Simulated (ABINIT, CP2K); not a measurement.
This is a calculation of CuO for ABINIT 10.8.3 (patched build). Measurements of this composition are mostly on another form, of space group No. 15.

Contents of run.abi:

```
# Pseudopotentials
pp_dirpath "./"
pseudos "Cu.GGA_PBE-JTH.xml, O.GGA_PBE-JTH.xml"

# Structure
structure "poscar:POSCAR"
natom 2

# Plane-wave basis
ecut 26.0
pawecutdg 48.0
pawxcdev 0

# k points
kptopt 1
ngkpt 10 10 10
nshiftk 1
shiftk 0.0 0.0 0.0

# Exchange and correlation
ixc 11

# Bands and occupations
nband 17
occopt 3
tsmear 0.00183747

# SCF cycle
nstep 100
tolvrs 1.0e-9

# Output
iomode 3
prtwf 0
prtden 0
prteig 0
prtebands 0
enunit 2
```

File POSCAR:

```
CuO
1.0
    2.5525506100      0.0000000000      0.0000000000
    0.0000000000      2.5525506100      0.0000000000
    0.0000000000      0.0000000000      2.5525506100
Cu O
1 1
Direct
    0.0000000000      0.0000000000      0.0000000000  Cu
    0.5000000000      0.5000000000      0.5000000000  O
```

Potentials or basis: JTH PAW PBE v2.0.

Run with:

```sh
$ mpirun --bind-to none -np 4 abinit run.abi > log 2>&1
```

Set up the same calculation for CP2K 2026.2. Potentials or basis there: POTENTIAL_UZH Cu GTH-PBE-q11, O GTH-PBE-q6; TZVP-MOLOPT-PBE-GTH basis.

As run (cutoffs and basis follow the program's own potentials, and thresholds, step limits or extra output files can differ):

cuo_scf.inp

```
&GLOBAL
  PROJECT cuo_scf
  RUN_TYPE ENERGY_FORCE
  PRINT_LEVEL LOW
&END GLOBAL
&FORCE_EVAL
  METHOD QS
  STRESS_TENSOR ANALYTICAL
  &DFT
    BASIS_SET_FILE_NAME BASIS_MOLOPT_UZH
    POTENTIAL_FILE_NAME POTENTIAL_UZH
    &MGRID
      CUTOFF 600
      REL_CUTOFF 60
      NGRIDS 5
    &END MGRID
    &QS
      METHOD GPW
      EPS_DEFAULT 1.0E-10
    &END QS
    &KPOINTS
      SCHEME MONKHORST-PACK 10 10 10
      GAMMA_CENTERED T
      SYMMETRY T
      SYMMETRY_BACKEND SPGLIB
    &END KPOINTS
    &SCF
      SCF_GUESS ATOMIC
      EPS_SCF 1.0E-6
      MAX_SCF 100
      ADDED_MOS 13
      CHOLESKY OFF
      EPS_EIGVAL 1.0E-7
      &DIAGONALIZATION ON
        ALGORITHM STANDARD
      &END DIAGONALIZATION
      &MIXING ON
        METHOD BROYDEN_MIXING
        ALPHA 0.4
        BETA 1.5
        NBUFFER 8
      &END MIXING
      &SMEAR ON
        METHOD FERMI_DIRAC
        ELECTRONIC_TEMPERATURE 580.23
      &END SMEAR
    &END SCF
    &XC
      &XC_FUNCTIONAL PBE
      &END XC_FUNCTIONAL
    &END XC
    &PRINT
      &KPOINTS ON
      &END KPOINTS
      &MULLIKEN ON
      &END MULLIKEN
      &MO ON
        ENERGIES T
        OCCUPATION_NUMBERS T
        &EACH
          QS_SCF 0
        &END EACH
        ADD_LAST NUMERIC
      &END MO
      &LOWDIN ON
      &END LOWDIN
      &HIRSHFELD ON
        SHAPE_FUNCTION DENSITY
      &END HIRSHFELD
    &END PRINT
  &END DFT
  &SUBSYS
    &CELL
      A 2.5525506100 0.0000000000 0.0000000000
      B 0.0000000000 2.5525506100 0.0000000000
      C 0.0000000000 0.0000000000 2.5525506100
      PERIODIC XYZ
    &END CELL
    &COORD
      SCALED
      Cu  0.0000000000 0.0000000000 0.0000000000
      O   0.5000000000 0.5000000000 0.5000000000
    &END COORD
    &KIND Cu
      BASIS_SET TZVP-MOLOPT-PBE-GTH-q11
      POTENTIAL GTH-PBE-q11
    &END KIND
    &KIND O
      BASIS_SET TZVP-MOLOPT-PBE-GTH-q6
      POTENTIAL GTH-PBE-q6
    &END KIND
    &PRINT
      &ATOMIC_COORDINATES ON
      &END ATOMIC_COORDINATES
      &CELL ON
      &END CELL
    &END PRINT
  &END SUBSYS
  &PRINT
    &FORCES ON
    &END FORCES
    &STRESS_TENSOR ON
    &END STRESS_TENSOR
  &END PRINT
&END FORCE_EVAL
```

Potentials or basis: POTENTIAL_UZH Cu GTH-PBE-q11, O GTH-PBE-q6; TZVP-MOLOPT-PBE-GTH basis.

Command:

```bash
$ OMP_NUM_THREADS=2 cp2k.psmp -i cuo_scf.inp -o cuo_scf.out
```

Both were run:

|  | ABINIT | CP2K |
| --- | --- | --- |
| Pressure | 20.5 GPa | 24.0 GPa |

The potentials hold 25 and 17 valence electrons a cell.

The two runs disagree by more than potentials and bases usually give (in gap, levels, pressure or energy); the cause wasn't traced.

The cell lies far from this level's equilibrium.

Pressure is positive in compression.
